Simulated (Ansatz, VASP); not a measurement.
# IrO2: VASP beside Ansatz

```
CELL_PARAMETERS angstrom
4.50510 0.00000 0.00000
0.00000 4.50510 0.00000
0.00000 0.00000 3.15860
ATOMIC_POSITIONS crystal
Ir 0.00000 0.00000 0.00000
Ir 0.50000 0.50000 0.50000
O 0.30770 0.30770 0.00000
O 0.19230 0.80770 0.50000
O 0.69230 0.69230 0.00000
O 0.80770 0.19230 0.50000
```

Alike in both runs: task relaxation of cell and atoms; functional PBE; k mesh 6 × 6 × 10; occupations gaussian, width 0.05 eV; no spin polarisation.

```csv
,VASP,Ansatz
version,VASP 6.6.1,Ansatz 0.2.0
potentials or method,"VASP PAW PBE potentials, release 64 (Ir, O)","scalar-relativistic, plane waves, PAW"
plane-wave cutoff (eV),600,420
valence electrons in the cell,42,58
```

```tsv
	VASP	Ansatz	Ansatz less VASP
gap on the k mesh at the Fermi level, each at its own relaxed structure (eV)	none	none	-
relaxed volume (Å³/atom)	10.95	10.87	-0.084
relaxed cell length with the largest relative difference (Å)	3.187	3.179	-0.0087
energy change over the relaxation (meV/atom)	-6	-3	+3.1
```

A gap of «none» marks a metal or a gap that the smearing closes. The two sets of potentials don't hold the same shells in valence.

The runs have no spin-orbit coupling, so splittings on Ir are missing. PBE usually gives volumes a little too large and moduli too small. Zero-point motion and thermal expansion aren't in these numbers.
